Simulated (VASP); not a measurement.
Write the native input for VASP 6.6.1 that does the following.

```
Task                   : relaxation of cell and atoms
Functional             : PBE
Dispersion             : D3(BJ)
Potentials or basis    : VASP PAW PBE potentials, release 64 (Mg, O)
Cutoff                 : 520 eV
k mesh                 : 12 × 12 × 12
Occupations            : gaussian, width 0.02 eV
Spin                   : no spin polarisation
Further INCAR settings : ALGO = Normal; EDIFF = 1e-07; IBRION = 2; EDIFFG = -0.002; NSW = 80; ISIF = 3
```

The structure of MgO lies in POSCAR:

```
MgO                                     
1.0
    0.0000000000      2.1006714189      2.1006714189
    2.1006714189      0.0000000000      2.1006714189
    2.1006714189      2.1006714189      0.0000000000
  Mg              O             
     1     1
Direct
     0.0000000000000000    0.0000000000000000    0.0000000000000000
     0.5000000000000000    0.5000000000000000    0.5000000000000000
```

One way to write it, as run:

INCAR

```
SYSTEM = MgO
  PREC = Accurate
  ENCUT = 520
  EDIFF = 1E-7
  ISMEAR = 0
  SIGMA = 0.02
  LREAL = .False.
  LASPH = .True.
  NELM = 100
  ALGO = Normal
  ISIF = 3
  LWAVE = .False.
  LCHARG = .False.
  GGA = PE
  IVDW = 12
  IBRION = 2
  NSW = 80
  EDIFFG = -0.002
```

KPOINTS

```
regular mesh
0
Gamma
  12 12 12
  0 0 0
```

Potentials or basis: VASP PAW PBE potentials, release 64 (Mg, O).

Run with:

```console
$ cat potpaw_PBE.64/Mg/POTCAR potpaw_PBE.64/O/POTCAR > POTCAR
$ mpirun -np 1 vasp_std > vasp.out
```

Results of the run:

```
Pressure after relaxing    : 0.0 GPa
Band gap on the k mesh     : 4.80 eV, direct
Dispersion energy per atom : -0.295 eV
```

Caveat: the relaxation stopped at its first step, so nothing moved.

It took 7.1 s on 1 thread of Intel(R) Xeon(R) Platinum 8488C (Sapphire Rapids) (shared host), peak memory 0.16 GiB.
